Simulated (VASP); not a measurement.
Input of a VASP 6.6.1 run:

The input INCAR:

```
SYSTEM = Te2Pt
PREC = Accurate ; ENCUT = 300
EDIFF = 1E-6 ; ISMEAR = 1
SIGMA = 0.1 ; LREAL = .FALSE.
LASPH = .TRUE. ; NELM = 80
ALGO = Normal ; ISIF = 2
LWAVE = .FALSE. ; LCHARG = .FALSE.
GGA = PS ; ICORELEVEL = 1
KPAR = 4
```

File KPOINTS:

```
Automatic mesh
0
G
  5 5 3
  0 0 0
```

File POSCAR:

```
Te2Pt
1.0
    6.0150000000      3.4727618690      0.0000000000
   -6.0150000000      3.4727618690      0.0000000000
    0.0000000000      0.0000000000     10.4020000000
Te Pt
12 6
Direct
    0.3333333333      0.3333333334      0.1250000000
    0.3333333333      0.3333333334      0.6250000000
    0.6666666667      0.0000000000      0.1250000000
    0.6666666667      0.0000000000      0.6250000000
    0.0000000000      0.6666666667      0.1250000000
    0.0000000000      0.6666666667      0.6250000000
    0.3333333333      1.0000000000      0.3750000000
    0.3333333333      1.0000000000      0.8750000000
    0.6666666667      0.6666666666      0.3750000000
    0.6666666667      0.6666666666      0.8750000000
    0.0000000000      0.3333333333      0.3750000000
    0.0000000000      0.3333333333      0.8750000000
    0.0000000000      0.0000000000      0.0000000000
    0.0000000000      0.0000000000      0.5000000000
    0.3333333333      0.6666666667      0.0000000000
    0.3333333333      0.6666666667      0.5000000000
    0.6666666667      0.3333333333      0.0000000000
    0.6666666667      0.3333333333      0.5000000000
```

Potentials or basis: VASP PAW PBE potentials, release 64 (Te, Pt).

Run with:

```bash
$ cat potpaw_PBE.64/Te/POTCAR potpaw_PBE.64/Pt/POTCAR > POTCAR
$ mpirun -np 4 vasp_std > vasp.out
```

Task: What does it give for the pressure?

Result: 3.8 GPa.

Task: What does it give for the band gap on the k mesh?

Result: None (metal or under the smearing width).

Task: Predict the largest force.

Result: 0.770 eV/Å.

Forces on the atoms (eV/Å):
```
Te   0.000  0.000  0.770
Te   0.000  0.000  0.770
Te   0.000  0.000  0.770
Te   0.000  0.000  0.770
Te   0.000  0.000  0.770
Te   0.000  0.000  0.770
Te   0.000  0.000 -0.770
Te   0.000  0.000 -0.770
Te   0.000  0.000 -0.770
Te   0.000  0.000 -0.770
Te   0.000  0.000 -0.770
Te   0.000  0.000 -0.770
Pt   0.000  0.000  0.000
Pt   0.000  0.000  0.000
Pt   0.000  0.000  0.000
Pt   0.000  0.000  0.000
Pt   0.000  0.000  0.000
Pt   0.000  0.000  0.000
```

Caveat: the PAW data sets were made with another functional, which shifts forces and pressure a little. The run has no spin-orbit coupling, so splittings on Pt, Te are missing.
